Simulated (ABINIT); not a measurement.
Runs of ABINIT 10.8.3 (patched build) on ZrS2. Symmetry: P-3m1, No. 164, trigonal system. The conventional cell has a = 3.691 Å, b = 3.691 Å, c = 6.041 Å, α = 90.00°, β = 90.00°, γ = 120.00°. Zr (site symmetry -3m) is surrounded by 6 S at 2.57 Å. S (site symmetry 3m) is surrounded by 3 Zr at 2.57 Å. The cell is a database's computed one.

```csv
task,level,potentials or basis,k mesh,cutoff (eV),fine-grid cutoff,mesh quality,gap on the mesh (eV),pressure (GPa),largest force (eV/Å)
single point,PBE,JTH PAW PBE v2.0,5 × 5 × 3,544,1088.46 eV,not flagged,1.15,0.5,0.02
single point,LDA,JTH PAW LDA v2.0,5 × 5 × 3,544,1088.46 eV,not flagged,1.03,-4.5,0.33
single point,r2SCAN,JTH PAW PBE v2.0,3 × 3 × 2,653,1251.72 eV,coarse,1.56,-,0.14
single point,PBE,JTH PAW PBE v2.0,3 × 3 × 2,544,1088.46 eV,coarse,1.23,0.9,0.08
single point,PBEsol,JTH PAW PBE v2.0,10 × 10 × 6,544,1088.46 eV,not flagged,0.96,-2.6,0.15
band structure,HCTH407,JTH PAW PBE v2.0,8 × 8 × 5,544,1088.46 eV,not flagged,1.20,1.1,0.34
single point,LDA,JTH PAW LDA v2.0,10 × 10 × 6,544,1088.46 eV,not flagged,0.91,-4.7,(b)
single point,LDA,JTH PAW LDA v2.0,6 × 6 × 4,544,1088.46 eV,not flagged,0.95,-4.6,0.32
single point,r2SCAN,JTH PAW PBE v2.0,6 × 6 × 4,653,1251.72 eV,not flagged,1.38,-,0.05
single point,PBEsol,JTH PAW PBE v2.0,6 × 6 × 4,544,1088.46 eV,not flagged,1.00,-2.6,0.16
single point,PBE,JTH PAW PBE v2.0,10 × 10 × 6,544,1088.46 eV,not flagged,1.03,0.3,0.03
band structure,WC,JTH PAW PBE v2.0,8 × 8 × 5,544,1088.46 eV,not flagged,0.99,(a),0.14
```

Alike in all rows: no spin polarisation; cell as given; smearing fermi-dirac 0.05 eV.

Q: Fill in the values left out.

A: (a) -2.4; (b) 0.31.

Caveats: some runs use coarse meshes; this functional lacks dispersion, which binds the layers, so the pressure and a relaxed spacing across them are unreliable (some runs); the PAW data sets were made with another functional, which shifts forces and pressure a little (some runs); an odd mesh through Γ misses points on the zone boundary, where band edges often lie (some runs).

A k mesh can miss the band edges, and the runs leave out spin-orbit coupling on Zr.

Not every run made on this cell is shown here.
